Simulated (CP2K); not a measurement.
Crystal: TaN.

```
Ta N
1.0
     5.19100    0.00000    0.00000
    -2.59550    4.49554    0.00000
     0.00000    0.00000    2.90800
Ta N
3 3
Cartesian
  2.5955 1.4985 1.4540
  0.0000 2.9970 1.4540
  0.0000 0.0000 0.0000
  -1.2977 2.2478 0.0000
  1.2977 2.2478 0.0000
  2.5955 0.0000 0.0000
```

Base run:

| Property | Result |
| --- | --- |
| Program | CP2K 2026.2 |
| Functional | BLYP |
| Potentials or basis | POTENTIAL_UZH Ta GTH-PBE-q13, N GTH-PBE-q5; DZVP-MOLOPT-PBE-GTH basis |
| Density cutoff | 9184 eV |
| k mesh | 6 × 6 × 9 |
| Occupations | fermi-dirac, width 0.05 eV |
| Spin | no spin polarisation |

Its results: band gap on the k mesh none (metal or under the smearing width); pressure 15.5 GPa.

Question: After a change of settings the same cell gave: band gap on the k mesh none (metal or under the smearing width); pressure 5.1 GPa. Which change was it?
A. functional from BLYP to PBE
B. functional from BLYP to vdW-DF-cx
C. functional from BLYP to HLE16
D. functional from BLYP to TASK

Answer: A.

PBE binds more tightly than BLYP, so the same cell stands under less pressure.

Caveats: spin-orbit coupling is left out, which moves the levels of the heavy elements; the basis of atomic orbitals isn't converged, which shifts pressures, moduli and gaps; the potentials were made for another functional, which shifts forces and pressure (some runs).
